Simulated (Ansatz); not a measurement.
# NbP (I4_1md) in Ansatz: notebook

The runs below take NbP through relaxation of cell and atoms, with BLYP+D3(BJ), BLYP+D4.

Everything below comes from runs of Ansatz 0.2.0. Logs are shortened: lines on timing, memory, paths and dates and some standing lists are left out, and cuts for length are marked.

## 1. The structure

Symmetry: I4_1md, No. 109, tetragonal system. The conventional cell has a = 3.350 Å, b = 3.350 Å, c = 11.480 Å, α = 90.00°, β = 90.00°, γ = 90.00°. Nb (site symmetry 2mm) is surrounded by 6 P at 2.55 Å. Around P (site symmetry 2mm) lie 6 Nb at 2.55 Å.

The cell is a database's computed one.

## 2. Relaxation of cell and atoms, BLYP+D3(BJ)

input.yaml reads:

```yaml
crystal:
  lattice:
    - [-1.6749232544, 1.6749232544, 5.7401081759]
    - [1.6749232544, -1.6749232544, 5.7401081759]
    - [1.6749232544, 1.6749232544, -5.7401081759]
  atoms:
    - { symbol: Nb, position: [0.2498808, 0.7498808, 0.5] }
    - { symbol: Nb, position: [0.4998808, 0.4998808, 0.0] }
    - { symbol: P, position: [0.83274777, 0.33274777, 0.5] }
    - { symbol: P, position: [0.08274777, 0.08274777, 0.0] }
hamiltonian:
  xc: blyp
  pseudopotentials: { kind: paw }
  dispersion: d3bj
kpoints:
  mp_grid: { grid: [11, 11, 11] }
scf:
  occupations: { method: fermi_dirac, width: 0.05 }
output:
  forces: true
  stress: true
relax:
  f_tol: 0.01
  max_steps: 40
  cell: { stress_tol: 0.05 }
```

Potentials or basis: Ansatz PAW.

The run is started by

```sh
$ ansatz run input.yaml --threads 2 --pin off --max-ram 5632MiB --backend cpu --events-out ev --progress --plain --runs-dir out
```

The log of the run:

```text
Warning: RAYON_NUM_THREADS=2 ignored (pool sized by the plan → 2); use --threads N
basis.fft_grid_basis auto: the FFT boxes are laid along the combinations [[1, 0, 1], [0, 1, 1], [0, 0, 1]] of the cell's own vectors, 3.350, 3.350 and 6.210 Å long. The dense box has 24×24×45 points. Along the cell's own vectors, as sized, it would have 45×45×45, 3.52 times as many. Of the 8 symmetry operations that the crystal satisfies within crystal.symmetry.tolerance (time reversal apart; of a slab, those that keep its plane) the dense box along the cell's own vectors carries 8, and the one as laid loses 6 of those. basis.fft_grid_basis: typed keeps the cell's own vectors: state it where this run's energies or levels are differenced outside the engine with another run's, or held beside a run that keeps those vectors.
Engine: ansatz 0.2.0, x86_64-unknown-linux-gnu
Pseudopotentials: kind: paw
Pseudopotential: Nb, paw, valence charge 13, recommended cutoff 420 eV (normal), Nb.paw.azcp
Pseudopotential: P, paw, valence charge 5, recommended cutoff 420 eV (normal), P.paw.azcp
Functional definition: BLYP
  parameter beta = 0.0042
  parameter a = 0.04918
  parameter b = 0.132
  parameter c = 0.2533
  parameter d = 0.349
  exchange = b88_x(beta = beta)
  correlation = lyp_c(a = a, b = b, c = c, d = d)
Crystal: 4 atoms, lattice volume = 64.412 Å³
Basis set: ecut = 420 eV, 1231 PW (Γ), FFT grids on a1+a3, a2+a3, a3, exchange–correlation on 48×48×90 points (8 copies of the dense FFT grid, shifted against one another)
Bands: 22, of which v1, the nominal top of the filled ones, is band 18 counted from 1 (17 counted from 0)
Symmetry: 8 space group operations
Space group: I41md (ITA 109), of the structure as read, at distance tolerance 4.0e-5 Å
k-points: 126 of 1331 (time reversal used)
Non-local potential: Nb, projectors of the file, l = 0: 3, l = 1: 2, l = 2: 2, l = 3: 1
Non-local potential: P, projectors of the file, l = 0: 2, l = 1: 2, l = 2: 2
PAW form: soft (Blöchl's): semilocal exchange-correlation on the pseudo side does not see the compensation charge
PAW frozen core: Nb, regenerated for the run's functional, and the local potential with it (the file was generated under x = pbe(κ = 0.804, μ = 0.2195149727645171), c = pbe(β = 0.06672455060314922))
PAW frozen core: P, regenerated for the run's functional, and the local potential with it (the file was generated under x = pbe(κ = 0.804, μ = 0.2195149727645171), c = pbe(β = 0.06672455060314922))
PAW one-centre angular grid: Nb, 590 points (default); XC on 64 Gauss nodes
PAW one-centre angular grid: P, 110 points (default); XC on 64 Gauss nodes
Initial density: superposition of atomic densities (neutral atoms: chi_scale 0, normalization atom), corrected by the library's trained network
Initial wavefunctions: pseudopotential atomic-orbital guess
Functional: x = b88, c = lyp
SCF iter   1: F=—  HF=-10658.835475 eV  |F-HF|=—  |Δ(HF+E_count)|=         —  Δρ=1.39e-2  dr2=1.33e-1  ethr=1.77e-3  ⟨swp⟩=6.0  Hψ=14089  notcnv=0
preconditioner: auto → Kerker (q_TF=auto, 2.476 Å⁻¹)  [metal: Δε(μ)=0.005 eV  Ē_g=6.456 eV  σ=0.050 eV  W_gap=0.03  n_scr=12 (ndim 8)  ℏωp=20.7 eV  f_vac=0.000  D(μ)=0.74/eV (n_scr^D=2)]
SCF iter   2: F=—  HF=-10658.810431 eV  |F-HF|=—  |Δ(HF+E_count)|=   2.50e-2  Δρ=7.62e-3  dr2=3.89e-2  ethr=3.71e-4  ⟨swp⟩=1.8  Hψ=4008  notcnv=0
SCF iter   3: F=—  HF=-10658.801355 eV  |F-HF|=—  |Δ(HF+E_count)|=   9.08e-3  Δρ=1.33e-3  dr2=1.36e-3  ethr=1.08e-4  ⟨swp⟩=2.0  Hψ=4536  notcnv=0
SCF iter   4: F=—  HF=-10658.801196 eV  |F-HF|=—  |Δ(HF+E_count)|=   1.59e-4  Δρ=3.02e-4  dr2=6.91e-5  ethr=3.77e-6  ⟨swp⟩=2.0  Hψ=4019  notcnv=0
SCF iter   5: F=—  HF=-10658.801224 eV  |F-HF|=—  |Δ(HF+E_count)|=   2.78e-5  Δρ=7.41e-5  dr2=4.63e-6  ethr=1.92e-7  ⟨swp⟩=2.1  Hψ=3677  notcnv=0
SCF iter   6: F=-10658.801225 eV  HF=-10658.801225 eV  |F-HF|=4.23e-8  |Δ(HF+E_count)|=   1.57e-6  Δρ=1.21e-5  dr2=6.29e-8  ethr=2.78e-10  ⟨swp⟩=3.0  Hψ=11860  notcnv=0
SCF 1 converged in 6 iterations: F = -10658.801225 eV  dr2 = 6.29e-8
relax step   1: F+E_penalty+E_count = -10658.80122540 eV  Δ(F+E_penalty+E_count) = +0.000e0 eV  max|allowed force component| = 8.070e-3 eV/Å  Δτ_max = 0.0000 Å  P = -6.785 GPa  Ω = 64.412 Å³  (6 SCF iters, dr2 threshold 1.00e-7 eV, accepted)
Crystal: 4 atoms, lattice volume = 60.523 Å³
Basis set: ecut = 420 eV, 1175 PW (Γ), FFT grids on a1+a3, a2+a3, a3, exchange–correlation on 48×48×90 points (8 copies of the dense FFT grid, shifted against one another)
Initial density: handed on by an earlier stage of this run
Initial wavefunctions: those handed on with the density
iter 1 solved again at ethr=1.76e-5 eV; its pass at ethr=3.10e-3 eV (dr2=6.33e-3 eV) is discarded
SCF iter   1: F=—  HF=-10658.831184 eV  |F-HF|=—  |Δ(HF+E_count)|=         —  Δρ=3.65e-3  dr2=6.35e-3  ethr=1.76e-5  ⟨swp⟩=2.4  Hψ=18005  notcnv=0
preconditioner: auto → Kerker (q_TF=auto, 2.502 Å⁻¹)  [metal: Δε(μ)=0.063 eV  Ē_g=6.722 eV  σ=0.050 eV  W_gap=0.30  n_scr=12 (ndim 8)  ℏωp=21.3 eV  f_vac=0.000  D(μ)=0.65/eV (n_scr^D=2)]
[... 26 lines left out ...]
SCF iter   3: F=-10658.854130 eV  HF=-10658.854130 eV  |F-HF|=2.91e-9  |Δ(HF+E_count)|=   1.52e-6  Δρ=1.49e-5  dr2=1.35e-7  ethr=2.13e-8  ⟨swp⟩=2.0  Hψ=3881  notcnv=0
iter 4 did not close the SCF: its close was put off for the readings that it lacked (scf_convergence_deferred on its scf_iter line)
SCF iter   4: F=-10658.854130 eV  HF=-10658.854130 eV  |F-HF|=1.40e-9  |Δ(HF+E_count)|=   1.21e-8  Δρ=3.25e-6  dr2=4.82e-9  ethr=3.75e-10  ⟨swp⟩=2.0  Hψ=4009  notcnv=0
iter 5 did not close the SCF: its close was put off for the readings that it lacked (scf_convergence_deferred on its scf_iter line)
SCF iter   5: F=-10658.854130 eV  HF=-10658.854130 eV  |F-HF|=0.00e0  |Δ(HF+E_count)|=   1.94e-9  Δρ=5.85e-7  dr2=2.47e-10  ethr=1.34e-11  ⟨swp⟩=2.0  Hψ=4029  notcnv=0
SCF iter   6: F=-10658.854130 eV  HF=-10658.854130 eV  |F-HF|=1.82e-12  |Δ(HF+E_count)|=  6.37e-11  Δρ=1.60e-7  dr2=1.34e-11  ethr=1.00e-12  ⟨swp⟩=1.0  Hψ=6987  notcnv=0
SCF 4 converged in 6 iterations: F = -10658.854130 eV  dr2 = 1.34e-11
relax step   4: F+E_penalty+E_count = -10658.85413028 eV  Δ(F+E_penalty+E_count) = -1.621e-4 eV  max|allowed force component| = 4.787e-4 eV/Å  Δτ_max = 0.0007 Å  P = -0.018 GPa  Ω = 62.028 Å³  energy of the carried Pulay correction = +4.247e-4 eV  (6 SCF iters, dr2 threshold 4.00e-7 eV, accepted)
Initial wavefunctions: pseudopotential atomic-orbital guess (no wavefunctions were taken with the density)
iter 1 solved again at ethr=1.16e-8 eV; its pass at ethr=3.10e-3 eV (dr2=4.19e-6 eV) is discarded
SCF iter   1: F=—  HF=-10658.853771 eV  |F-HF|=—  |Δ(HF+E_count)|=         —  Δρ=4.06e-5  dr2=1.12e-7  ethr=1.16e-8  ⟨swp⟩=3.3  Hψ=22817  notcnv=0
preconditioner: auto → Kerker (q_TF=auto, 2.492 Å⁻¹)  [metal: Δε(μ)=0.035 eV  Ē_g=6.599 eV  σ=0.050 eV  W_gap=0.17  n_scr=12 (ndim 8)  ℏωp=21.1 eV  f_vac=0.000  D(μ)=0.68/eV (n_scr^D=2)]
SCF iter   2: F=—  HF=-10658.853781 eV  |F-HF|=—  |Δ(HF+E_count)|=   1.06e-5  Δρ=2.18e-5  dr2=3.17e-8  ethr=3.10e-10  ⟨swp⟩=2.3  Hψ=4040  notcnv=0
SCF iter   3: F=—  HF=-10658.853781 eV  |F-HF|=—  |Δ(HF+E_count)|=   1.67e-7  Δρ=5.54e-7  dr2=5.58e-11  ethr=8.80e-11  ⟨swp⟩=2.3  Hψ=4418  notcnv=0
iter 4 did not close the SCF: its close was put off for the readings that it lacked (scf_convergence_deferred on its scf_iter line)
SCF iter   4: F=-10658.853781 eV  HF=-10658.853781 eV  |F-HF|=9.09e-12  |Δ(HF+E_count)|=  1.22e-10  Δρ=1.02e-7  dr2=2.87e-12  ethr=1.00e-12  ⟨swp⟩=2.0  Hψ=4738  notcnv=0
iter 5 did not close the SCF: its close was put off for the readings that it lacked (scf_convergence_deferred on its scf_iter line)
SCF iter   5: F=-10658.853781 eV  HF=-10658.853781 eV  |F-HF|=3.64e-12  |Δ(HF+E_count)|=  9.09e-12  Δρ=2.29e-8  dr2=2.24e-13  ethr=1.00e-12  ⟨swp⟩=1.0  Hψ=2772  notcnv=0
iter 6 did not close the SCF: its close was put off for the readings that it lacked (scf_convergence_deferred on its scf_iter line)
SCF iter   6: F=-10658.853781 eV  HF=-10658.853781 eV  |F-HF|=1.82e-12  |Δ(HF+E_count)|=    0.00e0  Δρ=4.84e-9  dr2=1.55e-14  ethr=1.00e-12  ⟨swp⟩=1.0  Hψ=2772  notcnv=0
iter 7 did not close the SCF: its close was put off for the readings that it lacked (scf_convergence_deferred on its scf_iter line)
SCF iter   7: F=-10658.853781 eV  HF=-10658.853781 eV  |F-HF|=1.82e-12  |Δ(HF+E_count)|=  1.82e-12  Δρ=1.28e-9  dr2=1.08e-15  ethr=1.00e-12  ⟨swp⟩=1.0  Hψ=2772  notcnv=0
SCF iter   8: F=-10658.853781 eV  HF=-10658.853781 eV  |F-HF|=1.82e-12  |Δ(HF+E_count)|=  3.64e-12  Δρ=3.69e-10  dr2=1.11e-16  ethr=1.00e-12  ⟨swp⟩=1.0  Hψ=6048  notcnv=0
SCF 5 converged in 8 iterations: F = -10658.853781 eV  dr2 = 1.11e-16
relax step   5: F+E_penalty+E_count = -10658.85378133 eV  Δ(F+E_penalty+E_count) = +3.489e-4 eV  max|allowed force component| = 4.858e-4 eV/Å  Δτ_max = 0.0000 Å  P = -0.027 GPa  Ω = 62.028 Å³  stress off target by 3.73e-2 GPa  SCF on the basis re-selected at this cell (its energy is not comparable with the rows above)  (8 SCF iters)
basis re-selected at this cell: Δ(F+E_penalty+E_count) = +3.489e-4 eV, ΔP = -0.009 GPa vs the last step (what re-selecting the basis moved, of the pressure what is left beyond the Pulay correction that the steps carried, after the strain that the cell walked since its last selection, with what the two solves' SCF thresholds leave and, on support functions, any second-order correction that the steps lacked; it is no measure of the basis error at this ecutwfc). This SCF's stress stands 3.73e-2 GPa from its target on what of the cell is left free (relax.cell.stress_tol is 5.00e-2 GPa) and its largest allowed force component is 4.86e-4 eV/Å (relax.f_tol is 1.00e-2 eV/Å): within both
SCF converged after 8 iterations
Free energy (F): -10658.853781 eV
Harris-Foulkes:  -10658.853781 eV  (|F-HF|=1.82e-12)
Internal energy: -10658.847896 eV  (E = F + TS)
E sigma→0 (E₀):  -10658.850839 eV
Entropy (-TS):   -0.005885 eV (-1.471 meV/atom)
Fermi energy:    16.011117 eV
--- Per-component energies (eV) ---
  E_band       = -106.401799
  E_kinetic    = 942.921878
  E_local      = -1692.050614  (includes V_loc(G=0)·N_el)
  E_nonlocal   = 309.354877
  E_hartree    = 553.122425
  E_xc         = -470.646324
  E_vxc        = -542.406044  (∫ρ·V_xc dr)
  E_paw        = -7328.721615  (= ΣΔE_a)
  E_vpaw       = -230.466773  (= ΣTr[D̂ρ^β])
  E_aug_tail   = 0.000026  (compensation charges beyond the density's cutoff)
  E_ewald      = -2967.143190
  E_disp       = -5.891789  (pairwise vdW)
  E_core_change = 0.206428  (= ΣΔE_core)
  E_smearing   = -0.005885  (= −TS)
  E_closure    = -0.000000  (closes the sum)
  Σ components = -10658.853781   (vs F -10658.853781, Δ=0.00e0)
--- Forces (eV/Å), atoms counted from 1 ---
  atom   1  Nb     0.00000000     0.00000000    -0.00048576
  atom   2  Nb    -0.00000000     0.00000000    -0.00048576
  atom   3  P      0.00000000    -0.00000000     0.00048575
  atom   4  P      0.00000000     0.00000000     0.00048575
  max |Σ_I F_I| component: 2.34e-8 eV/Å
--- Stress (GPa, compression-positive) ---
       -0.021569       0.000000       0.000000
        0.000000      -0.021569      -0.000000
        0.000000      -0.000000      -0.037290
  P = ⅓ Tr σ = -0.0268 GPa (-0.268 kbar)
--- Relaxed structure (4 steps of the walk, 4 accepted, 1 SCFs on fresh bases) ---
  F+E_penalty+E_count = -10658.85378133 eV   max|allowed force component| = 4.858e-4 eV/Å   (the final SCF, on the basis selected at the relaxed cell)
  cell:  # Å, volume = 62.0280 Å³
    - [-1.657929370191108, 1.657929370191108, 5.641515366903428]
    - [1.657929370191108, -1.657929370191108, 5.641515366903428]
    - [1.657929370191108, 1.657929370191108, -5.641515366903428]
  atoms:
    - { symbol: Nb, position: [0.25013865669469465, 0.7501386566946946, 0.5] }
    - { symbol: Nb, position: [0.5001386566946946, 0.5001386566946946, -1.9856492588756432e-33] }
    - { symbol: P, position: [0.8324899133053054, 0.3324899133053055, 0.5] }
    - { symbol: P, position: [0.08248991330530538, 0.08248991330530538, -3.0747016563137934e-34] }
```

Wall time 23 s (2 threads of AMD EPYC 7R13 (Zen 3), shared host); peak memory 0.54 GiB.

What came out:

```
Free energy                            : -10658.8538 eV
Relaxed volume                         : 15.51 Å³/atom
Relaxed cell                           : a = 6.109 Å, b = 6.109 Å, c = 6.109 Å, α = 148.51°, β = 148.51°, γ = 45.14°
Space group after relaxing (to 0.05 Å) : I4_1md (No. 109)
Energy gained by relaxing              : 13.1 meV/atom
Ionic steps                            : 5
Pressure after relaxing                : 0.0 GPa
```

Step by step:
```csv
step,energy change (eV),largest force (eV/Å),volume (Å³)
1,0.0000,0.0081,64.41
2,-0.0289,0.0110,60.52
3,-0.0527,0.0021,62.11
4,-0.0529,0.0005,62.03
5,-0.0526,0.0005,62.03
```

Final structure:
```
CELL_PARAMETERS angstrom
-1.65793 1.65793 5.64152
1.65793 -1.65793 5.64152
1.65793 1.65793 -5.64152
ATOMIC_POSITIONS crystal
Nb 0.25014 0.75014 0.50000
Nb 0.50014 0.50014 0.00000
P 0.83249 0.33249 0.50000
P 0.08249 0.08249 0.00000
```

Caveat: the plane-wave basis is chosen anew once the cell has moved, so the energies of steps on either side of that aren't comparable; the PAW data sets come from PBE, with cores solved anew for the run's functional, which leaves a small shift of forces and pressure.

## 3. Relaxation of cell and atoms, BLYP+D4

input.yaml, as its differences from that of step 2:

```diff
@@ -13,3 +13,3 @@
   pseudopotentials: { kind: paw }
-  dispersion: d3bj
+  dispersion: d4
 kpoints:
```

Potentials or basis: Ansatz PAW.

The run is started by

```sh
$ ansatz run input.yaml --threads 2 --pin off --max-ram 5632MiB --backend cpu --events-out ev --progress --plain --runs-dir out
```

The log of the run:

```text
Warning: RAYON_NUM_THREADS=2 ignored (pool sized by the plan → 2); use --threads N
basis.fft_grid_basis auto: the FFT boxes are laid along the combinations [[1, 0, 1], [0, 1, 1], [0, 0, 1]] of the cell's own vectors, 3.350, 3.350 and 6.210 Å long. The dense box has 24×24×45 points. Along the cell's own vectors, as sized, it would have 45×45×45, 3.52 times as many. Of the 8 symmetry operations that the crystal satisfies within crystal.symmetry.tolerance (time reversal apart; of a slab, those that keep its plane) the dense box along the cell's own vectors carries 8, and the one as laid loses 6 of those. basis.fft_grid_basis: typed keeps the cell's own vectors: state it where this run's energies or levels are differenced outside the engine with another run's, or held beside a run that keeps those vectors.
[... 12 set-up lines as earlier in the session ...]
Crystal: 4 atoms, lattice volume = 64.412 Å³
Basis set: ecut = 420 eV, 1231 PW (Γ), FFT grids on a1+a3, a2+a3, a3, exchange–correlation on 48×48×90 points (8 copies of the dense FFT grid, shifted against one another)
Bands: 22, of which v1, the nominal top of the filled ones, is band 18 counted from 1 (17 counted from 0)
[... 2 set-up lines as earlier in the session ...]
k-points: 126 of 1331 (time reversal used)
[... 10 set-up lines as earlier in the session ...]
SCF iter   1: F=—  HF=-10656.374823 eV  |F-HF|=—  |Δ(HF+E_count)|=         —  Δρ=1.39e-2  dr2=1.33e-1  ethr=1.77e-3  ⟨swp⟩=6.0  Hψ=14089  notcnv=0
preconditioner: auto → Kerker (q_TF=auto, 2.476 Å⁻¹)  [metal: Δε(μ)=0.005 eV  Ē_g=6.456 eV  σ=0.050 eV  W_gap=0.03  n_scr=12 (ndim 8)  ℏωp=20.7 eV  f_vac=0.000  D(μ)=0.74/eV (n_scr^D=2)]
SCF iter   2: F=—  HF=-10656.349779 eV  |F-HF|=—  |Δ(HF+E_count)|=   2.50e-2  Δρ=7.62e-3  dr2=3.89e-2  ethr=3.71e-4  ⟨swp⟩=1.8  Hψ=4008  notcnv=0
SCF iter   3: F=—  HF=-10656.340703 eV  |F-HF|=—  |Δ(HF+E_count)|=   9.08e-3  Δρ=1.33e-3  dr2=1.36e-3  ethr=1.08e-4  ⟨swp⟩=2.0  Hψ=4536  notcnv=0
SCF iter   4: F=—  HF=-10656.340544 eV  |F-HF|=—  |Δ(HF+E_count)|=   1.59e-4  Δρ=3.02e-4  dr2=6.91e-5  ethr=3.77e-6  ⟨swp⟩=2.0  Hψ=4019  notcnv=0
[... 51 lines left out ...]
SCF converged after 7 iterations
Free energy (F): -10656.340639 eV
Harris-Foulkes:  -10656.340639 eV  (|F-HF|=0.00e0)
Internal energy: -10656.334408 eV  (E = F + TS)
E sigma→0 (E₀):  -10656.337524 eV
Entropy (-TS):   -0.006231 eV (-1.558 meV/atom)
Fermi energy:    15.358273 eV
--- Per-component energies (eV) ---
  E_band       = -129.725183
  E_kinetic    = 937.794305
  E_local      = -1736.842865  (includes V_loc(G=0)·N_el)
  E_nonlocal   = 308.876095
  E_hartree    = 565.297050
  E_xc         = -468.929435
  E_vxc        = -540.085628  (∫ρ·V_xc dr)
  E_paw        = -7328.399760  (= ΣΔE_a)
  E_vpaw       = -230.061217  (= ΣTr[D̂ρ^β])
  E_aug_tail   = 0.000027  (compensation charges beyond the density's cutoff)
  E_ewald      = -2931.124555
  E_disp       = -3.211698  (pairwise vdW)
  E_core_change = 0.206428  (= ΣΔE_core)
  E_smearing   = -0.006231  (= −TS)
  E_closure    = 0.000000  (closes the sum)
  Σ components = -10656.340639   (vs F -10656.340639, Δ=0.00e0)
--- Forces (eV/Å), atoms counted from 1 ---
  atom   1  Nb     0.00000000     0.00000000     0.00070480
  atom   2  Nb    -0.00000000     0.00000000     0.00070480
  atom   3  P      0.00000000     0.00000000    -0.00070482
  atom   4  P     -0.00000000    -0.00000000    -0.00070482
  max |Σ_I F_I| component: 3.08e-8 eV/Å
--- Stress (GPa, compression-positive) ---
        0.001709       0.000000      -0.000000
        0.000000       0.001709       0.000000
       -0.000000       0.000000       0.001623
  P = ⅓ Tr σ = 0.0017 GPa (0.017 kbar)
--- Relaxed structure (3 steps of the walk, 3 accepted, 1 SCFs on fresh bases) ---
  F+E_penalty+E_count = -10656.34063927 eV   max|allowed force component| = 7.048e-4 eV/Å   (the final SCF, on the basis selected at the relaxed cell)
  cell:  # Å, volume = 64.3297 Å³
    - [-1.6744493730211, 1.6744493730211, 5.735979213869452]
    - [1.6744493730211, -1.6744493730211, 5.735979213869452]
    - [1.6744493730211, 1.6744493730211, -5.735979213869452]
  atoms:
    - { symbol: Nb, position: [0.24991719724580327, 0.7499171972458033, 0.5] }
    - { symbol: Nb, position: [0.4999171972458033, 0.4999171972458033, -5.395981535716856e-34] }
    - { symbol: P, position: [0.8327113727541967, 0.33271137275419677, 0.5] }
    - { symbol: P, position: [0.08271137275419672, 0.08271137275419672, 6.11717564086437e-34] }
```

It took 19 s on 2 threads of AMD EPYC 7R13 (Zen 3), shared host; peak memory 0.54 GiB.

Results:

- Free energy: -10656.3406 eV
- Relaxed volume: 16.08 Å³/atom
- Relaxed cell: a = 6.206 Å, b = 6.206 Å, c = 6.206 Å, α = 148.69°, β = 148.69°, γ = 44.87°
- Space group after relaxing (to 0.05 Å): I4_1md (No. 109)
- Energy gained by relaxing: 0.0 meV/atom
- Ionic steps: 4
- Pressure after relaxing: 0.0 GPa

Final structure:
```
Nb P
1.0
    -1.67445    1.67445    5.73598
     1.67445   -1.67445    5.73598
     1.67445    1.67445   -5.73598
Nb P
2 2
Direct
  0.24992 0.74992 0.50000
  0.49992 0.49992 0.00000
  0.83271 0.33271 0.50000
  0.08271 0.08271 0.00000
```

Caveat: the plane-wave basis is chosen anew once the cell has moved, so the energies of steps on either side of that aren't comparable; the PAW data sets come from PBE, with cores solved anew for the run's functional, which leaves a small shift of forces and pressure.
